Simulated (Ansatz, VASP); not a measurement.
One calculation of KBr, two programs

Contents of POSCAR:

```
KBr
1.0
    0.0000000000      3.3024386828      3.3024386828
    3.3024386828      0.0000000000      3.3024386828
    3.3024386828      3.3024386828      0.0000000000
K Br
1 1
Direct
    0.0000000000      0.0000000000      0.0000000000
    0.5000000000      0.5000000000      0.5000000000
```

INCAR.step1

```
SYSTEM = KBr
  PREC = Accurate
  ENCUT = 520
  EDIFF = 1E-5
  ISMEAR = 0
  SIGMA = 0.01
  LREAL = .False.
  LASPH = .True.
  NELM = 100
  ALGO = Normal
  ISIF = 2
  LWAVE = .True.
  LCHARG = .False.
  GGA = PE
  NBANDS = 15
```

The input INCAR.step2:

```
SYSTEM = KBr
  PREC = Accurate
  ENCUT = 520
  EDIFF = 1E-6
  ISMEAR = 0
  SIGMA = 0.01
  LREAL = .False.
  LASPH = .True.
  NELM = 100
  ALGO = Normal
  ISIF = 2
  LWAVE = .False.
  LCHARG = .False.
  GGA = PE
  LHFCALC = .True.
  HFSCREEN = 0.2079
  PRECFOCK = Normal
  ISTART = 1
  NBANDS = 15
```

The input KPOINTS:

```
regular mesh
0
Gamma
  4 4 4
  0 0 0
```

Input for Ansatz:

```yaml
crystal:
  lattice:
    - [0.0, 3.3024386828, 3.3024386828]
    - [3.3024386828, 0.0, 3.3024386828]
    - [3.3024386828, 3.3024386828, 0.0]
  atoms:
    - { symbol: K, position: [0.0, 0.0, 0.0] }
    - { symbol: Br, position: [0.5, 0.5, 0.5] }
kpoints:
  mp_grid: { grid: [4, 4, 4] }
hamiltonian:
  xc: hse06
scf:
  occupations: { method: fixed }
  n_extra_bands: 4
output:
  forces: true
  stress: true
  eigenvalues: true
```

Alike in both runs: task single point; functional HSE06; k mesh 4 × 4 × 4; no spin polarisation.

```csv
,VASP,Ansatz
version,VASP 6.6.1,Ansatz 0.2.0
potentials or method,"VASP PAW PBE potentials, release 64 (K_sv, Br)","plane waves, PAW"
plane-wave cutoff (eV),520,420
occupations,"gaussian, width 0.01 eV",fixed
valence electrons in the cell,16,16
```

```tsv
	VASP	Ansatz	Ansatz less VASP
gap on the k mesh at the Fermi level (eV)	5.59	5.60	+0.003
pressure (GPa)	0.4	0.4	-0.02
```

Ansatz warned: «stress_exchange_threshold_loose».

Caveats: the PAW data sets were made with another functional, which shifts forces and pressure a little (VASP).
